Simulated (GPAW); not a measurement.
Here is a GPAW 26.7.0 calculation.

run.py

```python
from ase.calculators.mixing import SumCalculator
from ase.filters import FrechetCellFilter
from ase.io import read, write
from ase.optimize import BFGS
from dftd4.ase import DFTD4
from gpaw import GPAW, PW, setup_paths

setup_paths.insert(0, '.')

atoms = read('POSCAR')

calc = GPAW(mode=PW(600),
            xc='PBEsol',
            kpts={'size': (6, 6, 3), 'gamma': True},
            occupations={'name': 'fermi-dirac', 'width': 0.05},
            nbands=31,
            convergence={'density': 1e-05, 'energy': 1e-05},
            maxiter=150,
            txt='gpaw.txt')
atoms.calc = SumCalculator([calc, DFTD4(method='pbesol')])
opt = BFGS(FrechetCellFilter(atoms), trajectory='relax.traj', logfile='-')
done = opt.run(fmax=0.02, steps=40)
calc.write('gs.gpw')
write('result.traj', atoms)
print('Converged:', done)
print('Cell:', atoms.cell.cellpar().round(4))
print('Volume:', round(atoms.get_volume(), 4))
print(atoms.get_scaled_positions().round(5))
```

POSCAR

```
ZnS
1.0
    3.8110000000      0.0000000000      0.0000000000
   -1.9055000000      3.3004228138      0.0000000000
    0.0000000000      0.0000000000      6.2340000000
Zn S
2 2
Direct
    0.6666666667      0.3333333333      0.5000000000
    0.3333333333      0.6666666667      0.0000000000
    0.6666666667      0.3333333333      0.8850000000
    0.3333333333      0.6666666667      0.3850000000
```

Potentials or basis: PAW data sets generated in the run's folder for this functional, pw.

Command:

```bash
$ gpaw-setup -f PBEsol S Zn
$ OMP_NUM_THREADS=1 python run.py
```

Question: Estimate the space group after relaxing (to 0.05 Å).

Answer: P6_3mc (No. 186).

Question: Estimate the dispersion energy per atom.

Answer: -0.183 eV.

Question: Predict the relaxed cell.

Answer: a = 3.759 Å, b = 3.759 Å, c = 6.173 Å, α = 90.00°, β = 90.00°, γ = 120.00°.

Stress tensor (GPa, compression positive):
```
 0.02  0.00  0.00
 0.00  0.02  0.00
 0.00  0.00 -0.07
```

Caveat: later steps reuse the first step's grids.
